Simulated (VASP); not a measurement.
Crystal: W.

```
CELL_PARAMETERS angstrom
-1.58234 1.58234 1.58234
1.58234 -1.58234 1.58234
1.58234 1.58234 -1.58234
ATOMIC_POSITIONS crystal
W 0.00000 0.00000 0.00000
```

Base run:

* Program: VASP 6.6.1
* Functional: TPSS
* Potentials or basis: VASP PAW PBE potentials, release 64 (W_sv)
* Cutoff: 520 eV
* k mesh: 12 × 12 × 12
* Occupations: fermi-dirac, width 0.05 eV
* Spin: no spin polarisation

Its results: pressure 3.3 GPa.

The run is repeated on the same cell with these changes: functional from TPSS to MS2; further incar settings from ALGO = Normal; EDIFF = 1e-07; NBANDS = 13 to ALGO = Normal; EDIFF = 1e-06; NBANDS = 13. What comes out?

Pressure -2.1 GPa.

Caveats: the PAW data sets were made with another functional, which shifts forces and pressure a little.
